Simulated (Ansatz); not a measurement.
# Phonon spectrum of GaAs

Computed with DFT PBE, scalar-relativistic, plane waves, PAW in Ansatz 0.2.0. Settings: 420 eV plane-wave cutoff, Γ-centred 6×6×10 mesh, Gaussian smearing of 0.01 eV. No spin polarisation. Phonons by linear response, acoustic sum rule imposed.

Equilibrium structure at this level:
```yaml
crystal:
  lattice:
    - [7.02551, 0.00000, 0.00000]
    - [0.00000, 7.02551, 0.00000]
    - [0.00000, 0.00000, 4.06065]
  atoms:
    - { symbol: Ga, position: [0.67604, 0.67604, 0.00000] }
    - { symbol: Ga, position: [0.82396, 0.17604, 0.50000] }
    - { symbol: Ga, position: [0.32396, 0.32396, 0.00000] }
    - { symbol: Ga, position: [0.17604, 0.82396, 0.50000] }
    - { symbol: As, position: [0.81823, 0.81823, 0.50000] }
    - { symbol: As, position: [0.68177, 0.31823, 0.00000] }
    - { symbol: As, position: [0.18177, 0.18177, 0.50000] }
    - { symbol: As, position: [0.31823, 0.68177, 0.00000] }
```

The cell was found from a structure generator's guess, not taken from experiment. The q mesh is coarse, so values between its points are rough.

Force constants from linear response on a 1×1×2 q mesh.

(1) Is the structure dynamically stable on the q mesh?

(2) Give the frequencies (cm⁻¹) at the zone-boundary points of high symmetry (interpolated where a point lies off the q mesh).

## Answers

(1) Yes, on this mesh: no mode is imaginary.

(2)
```csv
point,q,frequencies
X,0.000 0.500 0.000,30 30 36 36 69 69 94 94 106 106 173 173 204 204 214 214 241 241 242 242 256 256 259 259
M,0.500 0.500 0.000,52 52 53 53 66 66 91 91 116 116 152 152 202 202 216 216 246 246 249 249 252 252 256 256
Z,0.000 0.000 0.500,73 73 84 84 93 93 102 102 152 152 169 169 179 179 199 199 236 236 236 236 247 247 261 261
R,0.000 0.500 0.500,70 70 83 83 88 88 99 99 164 164 170 170 184 184 199 199 220 220 240 240 251 251 260 260
A,0.500 0.500 0.500,62 62 84 84 91 91 97 97 174 174 175 175 178 178 199 199 219 219 237 237 244 244 266 266
```
